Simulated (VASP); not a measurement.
Runs of VASP 6.6.1 on MgS. It takes space group P6_3mc (No. 186, hexagonal). The conventional cell has a = 4.035 Å, b = 4.035 Å, c = 6.432 Å, α = 90.00°, β = 90.00°, γ = 120.00°. S (site symmetry 3m) has 4 Mg at 2.45 to 2.47 Å as nearest neighbours. Around Mg (site symmetry 3m) lie 4 S at 2.45 to 2.47 Å. The cell comes from a database or a generator and needn't be the stable form of this composition.

| level | gap on the mesh (eV) | pressure (GPa) | relaxed volume (Å³/atom) | largest force (eV/Å) |
| --- | --- | --- | --- | --- |
| RPBE | 3.44 | 0.0 | (a) | 0.02 |
| SCAN | 4.16 | 0.0 | 22.46 | 0.01 |
| PBEsol | 3.31 | 0.0 | 22.50 | 0.01 |
| optB88-vdW | (c) | 0.0 | (b) | 0.01 |
| PBE | 3.36 | 0.0 | 23.04 | 0.02 |

Alike in all rows: task relaxation of cell and atoms; potentials or basis VASP PAW PBE potentials, release 64 (S, Mg); no spin polarisation; cell relaxed; k mesh 6 × 6 × 3; cutoff (eV) 600; smearing fermi-dirac 0.05 eV.

Question: Fill in the values left out.

Answer: (a) 23.73; (b) 22.76; (c) 3.43.

Caveats: the PAW data sets were made with another functional, which shifts forces and pressure a little (some runs).

